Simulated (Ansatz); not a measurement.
Si:

```
Si
1.0
     4.12095    0.00000    0.00000
    -2.06047    3.56885    0.00000
     0.00000    0.00000    2.65479
Si
2
Direct
  0.33333 0.66667 0.50000
  0.66667 0.33333 0.50000
```

The cell was built by a generator and needn't be a form met in nature.

Base run:

- Program: Ansatz 0.2.0
- Functional: PBE
- Potentials or basis: Ansatz PAW
- Cutoff: 420 eV (not typed: the program's choice for these potentials)
- k mesh: 8 × 8 × 10
- Occupations: gaussian, width 0.011 eV
- Spin: no spin polarisation

Its results: band gap on the k mesh none (metal or under the smearing width); pressure 0.0 GPa.

Q: The run is repeated on the same cell with these changes: functional from PBE to LDA; occupations from gaussian, width 0.011 eV to fermi-dirac, width 0.05 eV. What comes out?

A: Band gap on the k mesh none (metal or under the smearing width); pressure -3.2 GPa.

Caveats: the PAW data sets come from PBE, with cores solved anew for the run's functional, which leaves a small shift of forces and pressure (some runs).
